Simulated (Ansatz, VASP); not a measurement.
**Bi: VASP beside Ansatz**

```
CELL_PARAMETERS angstrom
3.23838 0.00000 0.00000
0.00000 3.22164 0.00000
-0.08045 0.00000 6.44389
ATOMIC_POSITIONS crystal
Bi 0.54425 0.00000 0.74958
Bi 0.45575 0.00000 0.25042
```

This isn't the form of Bi at room conditions, which is rhombohedral.

Alike in both runs: functional PBEsol; k mesh 7 × 7 × 4; occupations fermi-dirac, width 0.05 eV; no spin polarisation.

|  | VASP | Ansatz |
| --- | --- | --- |
| version | VASP 6.6.1 | Ansatz 0.2.0 |
| potentials or method | VASP PAW PBE potentials, release 64 (Bi_d) | Ansatz PAW |
| plane-wave cutoff (eV) | 520 | 420 |
| valence electrons in the cell | 30 | 30 |
| task | single point | band structure |

VASP gave:

- gap on the k mesh at the Fermi level (eV): none
- pressure (GPa): -0.5
- largest component of the traceless stress (GPa): 0.55

**Question.** What did Ansatz give for the same quantities?

**Answer.** gap on the k mesh at the Fermi level (eV): none; pressure (GPa): -0.5; largest component of the traceless stress (GPa): 0.54.

A gap of «none» marks a metal or a gap that the smearing closes. The functional is the same, so the differences come from potentials, cutoffs and numerics.

Caveats: spin-orbit coupling is left out, which moves the levels of the heavy elements; the PAW data sets were made with another functional, which shifts forces and pressure a little (VASP); the PAW data sets come from PBE, with cores solved anew for the run's functional, which leaves a small shift of forces and pressure (Ansatz).
